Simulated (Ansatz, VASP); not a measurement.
# GaN: VASP beside Ansatz

```
Ga N
1.0
     0.00000    2.24894    2.31640
     2.24894    0.00000    2.31640
     2.24894    2.24894    0.00000
Ga N
1 1
Direct
  0.00000 0.00000 0.00000
  0.75000 0.75000 0.75000
```

Change from the starting cell: strain +0.0300 x Voigt [0, 0, 1, 0, 0, 0], atoms carried along.

Alike in both runs: task single point; functional r2SCAN; k mesh 10 × 10 × 10; occupations gaussian, width 0.05 eV; no spin polarisation.

|  | VASP | Ansatz |
| --- | --- | --- |
| version | VASP 6.6.1 | Ansatz 0.2.0 |
| potentials or method | VASP PAW PBE potentials, release 64 (Ga_d, N) | scalar-relativistic, plane waves, PAW |
| plane-wave cutoff (eV) | 520 | 500 |
| valence electrons in the cell | 18 | 18 |

Ansatz gave:

```
gap on the k mesh at the Fermi level (eV)       : 1.92
least direct gap on the mesh (eV)               : 1.92
pressure (GPa)                                  : -5.5
largest component of the traceless stress (GPa) : 2.82
```

Task: What did VASP give for the same quantities?

Result: gap on the k mesh at the Fermi level (eV): 1.91; least direct gap on the mesh (eV): 1.91; pressure (GPa): -4.5; largest component of the traceless stress (GPa): 2.71.

Caveats: the PAW data sets were made with another functional, which shifts forces and pressure a little (VASP).
